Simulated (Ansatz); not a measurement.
**Cu: a trigonal deformation path**

The task here is to estimate one member of a computed series from the others.

Program: Ansatz 0.2.0. Level of theory: DFT PBE, scalar-relativistic, plane waves, PAW. These are calculated values, not measurements.

### The system as given

Symmetry: Fm-3m, No. 225, cubic system. The conventional cell has a = 3.615 Å, b = 3.615 Å, c = 3.615 Å, α = 90.00°, β = 90.00°, γ = 90.00°. Cu (site symmetry m-3m) has 12 Cu at 2.56 Å in its first shell of neighbours.

Structure file:

```cif
data_structure
_symmetry_space_group_name_H-M 'Fm-3m'
_symmetry_Int_Tables_number 225
_cell_length_a 3.6150
_cell_length_b 3.6150
_cell_length_c 3.6150
_cell_angle_alpha 90.000
_cell_angle_beta 90.000
_cell_angle_gamma 90.000
_cell_volume 47.24
loop_
_atom_site_label
_atom_site_type_symbol
_atom_site_symmetry_multiplicity
_atom_site_Wyckoff_symbol
_atom_site_fract_x
_atom_site_fract_y
_atom_site_fract_z
_atom_site_occupancy
Cu1 Cu 4 a 0.00000 0.00000 0.00000 1
```

No relaxation comes first: the listed cell is the starting point.

### Zero of energy

The reference gives a free energy of -6625.1759 eV, pressure 1.79 GPa, largest force 0.000 eV/Å and gap on the mesh none (metal). It was computed beforehand with the settings of the runs below.

The first run:

At fixed volume and fractional coordinates, lengths along (0.577, 0.577, 0.577) are scaled against those across it; ρ is that ratio over its starting value.

The input, input.yaml:

```yaml
crystal:
  lattice:
    - [-0.7591024326, 1.5182048651, 1.5182048651]
    - [1.5182048651, -0.7591024326, 1.5182048651]
    - [1.5182048651, 1.5182048651, -0.7591024326]
  atoms:
    - { symbol: Cu, position: [0.0, 0.0, 0.0] }
basis:
  ecutwfc: 420
kpoints:
  mp_grid: { grid: [24, 24, 24] }
hamiltonian:
  xc: pbe
scf:
  occupations: { method: gaussian, width: 0.15 }
output:
  forces: true
  stress: true
  eigenvalues: true
```

Started as:

```bash
$ ansatz run input.yaml --threads 1 --pin off --max-ram 2560MiB --backend cpu --events-out ev --progress --plain --runs-dir out
```

Steps of the session up to this table: Point ρ = 0.500; At ρ = 2.000; ρ = 0.710; Point ρ = 1.410; At ρ = 0.600; Point ρ = 0.850; At ρ = 1.200; ρ = 1.700; ρ = 0.930; Point ρ = 1.080.

One of the session's tables, all rows but one given; the rest of the session is left out.

The scan, with free energies counted from the undisturbed cell:

```
    ρ  ΔE (meV/atom)  pressure (GPa)
0.500          614.1            25.6
0.600          526.8            22.2
0.710          323.2            14.4
0.850              ?               ?
0.930           21.7             2.6
1.000            0.0             1.8
1.080           26.6             2.8
1.200          147.9             8.1
1.410          543.7            26.5
1.700         1301.9            64.3
2.000         2406.0           112.9
```

**Question.** Estimate the row for ρ = 0.850.

Worked estimate for «ΔE (meV/atom)». A straight line through the neighbours (0.710, 323.2) and (0.930, 21.7) gives 323.2 + (21.7 − 323.2) × (0.850 − 0.710) / (0.930 − 0.710) = 131.3; a parabola fitted to 4 rows on both sides gives 112.0.

The run gave: ΔE (meV/atom): 92.2; pressure (GPa): 5.5. In «ΔE (meV/atom)» the line misses by +39.1 and the parabola by +19.8.
